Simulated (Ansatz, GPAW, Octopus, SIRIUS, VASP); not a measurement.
# TiCo: programs and potentials compared

```
CELL_PARAMETERS angstrom
2.98611 0.00000 0.00000
0.00000 2.98611 0.00000
0.00000 0.00000 2.98611
ATOMIC_POSITIONS crystal
Co 0.50000 0.50000 0.50000
Ti 0.00000 0.00000 0.00000
```

The cell comes from a database or a generator and needn't be the stable form of this composition.

Alike in all runs: task single point; functional PBEsol; k mesh 9 × 9 × 9; occupations fermi-dirac, width 0.05 eV; collinear spin, ferromagnetic start; no spin-orbit coupling. Pressure is positive in compression and, in plane waves, holds the error of the finite cutoff, which Ansatz's Pulay term estimates and takes out.

```csv
program and potentials,plane-wave cutoff (eV),notes,pressure (GPa),net moment per atom (μB)
"Ansatz, Ansatz PAW",420,"potentials made for PBE, which Ansatz adapts in part; 14.5 valence electrons an atom on average; Pulay term of +0.09 GPa included",-8.14,0.36
"GPAW, PAW data sets generated for this functional",600,10.5 valence electrons an atom on average,-8.46,0.35
"VASP, PBE PAW files Co, Ti_sv, 520 eV",520,potentials made for PBE; 10.5 valence electrons an atom on average,-8.65,0.34
"SIRIUS, PseudoDojo 0.4.1 PBEsol standard (scalar relativistic)",1307,14.5 valence electrons an atom on average,?,?
"Octopus, pseudodojo_pbesol (PseudoDojo 0.4, PBEsol)",-,14.5 valence electrons an atom on average,-,0.35
"Ansatz, all-electron LAPW, scalar-relativistic",-,-,-8.09,0.37
```

Q: Estimate from the other rows what the run with SIRIUS, PseudoDojo 0.4.1 PBEsol standard (scalar relativistic) gave.

A: Pressure -8.27 GPa; net moment per atom 0.35 μB. The other rows, which needn't bracket it: pressure -8.65 to -8.09; net moment per atom 0.34 to 0.37.
